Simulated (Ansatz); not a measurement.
KF: a run of Ansatz with trial settings.

```yaml
crystal:
  lattice:
    - [0.0, 2.654413405, 2.654413405]
    - [2.654413405, 0.0, 2.654413405]
    - [2.654413405, 2.654413405, 0.0]
  atoms:
    - { symbol: K, position: [0.0, 0.0, 0.0] }
    - { symbol: F, position: [0.5, 0.5, 0.5] }
basis:
  ecutwfc: 420
kpoints:
  mp_grid: { grid: [1, 1, 1] }
hamiltonian:
  xc: rpbe
scf:
  occupations: { method: tetrahedron }
  mixing: { beta: 0.3 }
  max_iter: 40
output:
  forces: true
  stress: true
  eigenvalues: false
```

Command:

```bash
ansatz run input.yaml --threads 1 --pin off --max-ram 2048MiB --backend cpu --events-out ev --progress --plain --runs-dir out
```

From the log (HF is the Harris–Foulkes energy, dr2 the density residual in eV):

```text
Warning: scf.occupations.method: one k-point leaves the tetrahedra no width, so the bands are filled by fermi_dirac at 0.0002 eV. In a gap the Fermi level, from which typed energy windows count, stands in the middle, and a product that sums over its own mesh keeps the tetrahedra and counts from the valence top. Type a smearing to choose the width, or fixed for an insulator
Pseudopotential: K, paw, valence charge 9, recommended cutoff 420 eV (normal)
Pseudopotential: F, paw, valence charge 7, recommended cutoff 420 eV (normal)
Crystal: 2 atoms, lattice volume = 37.406 Å³
Basis set: ecut = 420 eV, 725 PW (Γ), exchange–correlation on 54×54×54 points (8 copies of the dense FFT grid, shifted against one another)
Bands: 12, of which v1, the nominal top of the filled ones, is band 8 counted from 1 (7 counted from 0)
Symmetry: 48 space group operations
Space group: Fm-3m (ITA 225), of the structure as read, at distance tolerance 3.3e-5 Å
k-points: 1
PAW frozen core: K, regenerated for the run's functional, and the local potential with it (the file was generated under x = pbe(κ = 0.804, μ = 0.2195), c = pbe(β = 0.0667))
PAW frozen core: F, regenerated for the run's functional, and the local potential with it (the file was generated under x = pbe(κ = 0.804, μ = 0.2195), c = pbe(β = 0.0667))
Initial density: superposition of atomic densities, corrected by the library's trained network
SCF iter   1: HF=-2352.372618 eV  Δρ=4.60e-2  dr2=7.21e-1
SCF iter   2: HF=-2352.166893 eV  Δρ=1.31e-2  dr2=8.36e-2
SCF iter   3: HF=-2352.132657 eV  Δρ=8.41e-3  dr2=1.42e-2
SCF iter   4: HF=-2352.103548 eV  Δρ=5.31e-4  dr2=4.72e-5
SCF iter   5: HF=-2352.103524 eV  Δρ=1.40e-4  dr2=2.28e-6
SCF iter   6: F=-2352.103527 eV  HF=-2352.103527 eV  Δρ=1.40e-5  dr2=4.90e-8
SCF 1 converged in 6 iterations: F = -2352.103527 eV  dr2 = 4.90e-8
SCF converged after 6 iterations
Free energy (F): -2352.103527 eV
E sigma→0 (E₀):  -2352.103527 eV
Fermi energy:    5.653410 eV
--- Forces (eV/Å), atoms counted from 1 ---
  atom   1  K     -0.00000000     0.00000000    -0.00000000
  atom   2  F     -0.00000000     0.00000000    -0.00000000
--- Stress (GPa, compression-positive) ---
       26.554040       0.000000      -0.000000
       -0.000000      26.554040       0.000000
       -0.000000       0.000000      26.554040
  P = ⅓ Tr σ = 26.5540 GPa (265.540 kbar)
```

It ran for 0.75 s on 1 thread of Arm Neoverse N1, with other jobs on the host, peak memory 0.29 GiB.

Settings here are deliberately varied, not converged. Forces of this functional on these PAW sets can be off by 10 %.